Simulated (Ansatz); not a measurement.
# The polar optical mode of MgO at 16 GPa, worked through

These are results of Ansatz, DFT LDA, scalar-relativistic, plane waves, PAW, not measurements. Plane waves to 420 eV; Γ-centred k mesh 10×10×10; fixed occupations. No spin polarisation. Phonons by linear response, acoustic sum rule imposed.

The cell, relaxed at 16 GPa:
```cif
data_structure
_symmetry_space_group_name_H-M 'Fm-3m'
_symmetry_Int_Tables_number 225
_cell_length_a 4.0513
_cell_length_b 4.0513
_cell_length_c 4.0513
_cell_angle_alpha 90.000
_cell_angle_beta 90.000
_cell_angle_gamma 90.000
_cell_volume 66.50
loop_
_atom_site_label
_atom_site_type_symbol
_atom_site_symmetry_multiplicity
_atom_site_Wyckoff_symbol
_atom_site_fract_x
_atom_site_fract_y
_atom_site_fract_z
_atom_site_occupancy
Mg1 Mg 4 a 0.00000 0.00000 0.00000 1
O1 O 4 b 0.50000 0.00000 0.00000 1
```

Linear response gives ν_TO = 485.0 cm⁻¹, Born charges ±1.934 e (positive on Mg) and ε∞ = 3.108. The primitive cell holds 16.624 Å³, and the masses are 24.305 and 15.999 amu.

Question: Find ν_LO and the static dielectric constant.

Answer: The long-wave field adds a restoring force: ω_LO² − ω_TO² = Z*²e²/(ε_vac ε∞ μV). In these units ν_LO² − ν_TO² = 4.92064×10⁷ Z*²/(μ V ε∞) cm⁻², with μ = m₁m₂/(m₁ + m₂) = 9.648 amu: 369328 cm⁻². So ν_LO = √(485.0² + 369328) = 777.5 cm⁻¹, and the run gives 777.5. Lyddane–Sachs–Teller then gives ε0 = ε∞ (ν_LO/ν_TO)² = 7.99, against 7.99 in the run (it forms both from the same three quantities, so the match checks the arithmetic only). Between ν_TO and ν_LO the dielectric function is negative and an undamped crystal reflects fully: a reststrahlen band from 12.9 to 20.6 μm.

Question: What do the Clausius–Mossotti polarisability and the Szigeti charge come to?

Answer: With the Lorentz local field, α = (3V/4π)(ε∞ − 1)/(ε∞ + 2) = 1.64 Å³ for the pair, and e_S = 3Z*/(ε∞ + 2) = 1.14 e. The Born charge includes the electrons' response to the dipole's own local field, and e_S takes that enhancement out. The Lorentz field assumes point-like polarisable ions, a fair picture at this small ε∞.

Question: How strongly does a slow electron couple to the LO mode?

Answer: For one isotropic parabolic band, Fröhlich's constant is α_F = (1/ε∞ − 1/ε0) √(m* Ry/ħω_LO), with Ry = 13.606 eV, ħω_LO = 96.4 meV and m* in free-electron masses: α_F = 0.1965 × 11.88 × √m* = 2.33 √m*. The band mass isn't part of this run; for m* = 0.1, 0.3 and 1 it gives 0.74, 1.28, 2.33. In weak coupling the polaron lies α_F ħω_LO below the band edge (123 meV at m* = 0.3) with a mass m*(1 + α_F/6); past α_F of about 5 or 6 that expansion fails. A semilocal functional's ε∞ tends to be too large, which taken alone lowers α_F.

Cost: 1 run of about 0.31 core-minutes, on Intel Xeon Processor @ 2.50GHz (Skylake/Cascade Lake) (shared hosts).

The Born charge lies close to the formal ionic value, as expected for closed-shell Mg²⁺ and O²⁻ with little charge transfer as the ions move. The wide LO–TO splitting follows from this nearly full charge on light ions in a small cell, with only weak electronic screening because the gap between the O 2p valence states and the empty cation-derived states is large. Lattice displacement therefore supplies more of the static dielectric constant than the electrons do. The Szigeti charge of 1.14 e shouldn't be read as a half-ionised crystal: its reduction from the formal value largely reflects distortion of the soft oxide shell by short-range overlap as the sublattices move.

For electrons, the s-like, dispersive conduction-band minimum typical of MgO favours the lighter masses considered, which suggests a large, mobile polaron rather than a self-trapped one. That picture doesn't carry over to holes, whose O 2p bands are heavier and degenerate, and whose possible localisation depends on short-range lattice distortion that the Fröhlich coupling leaves out.
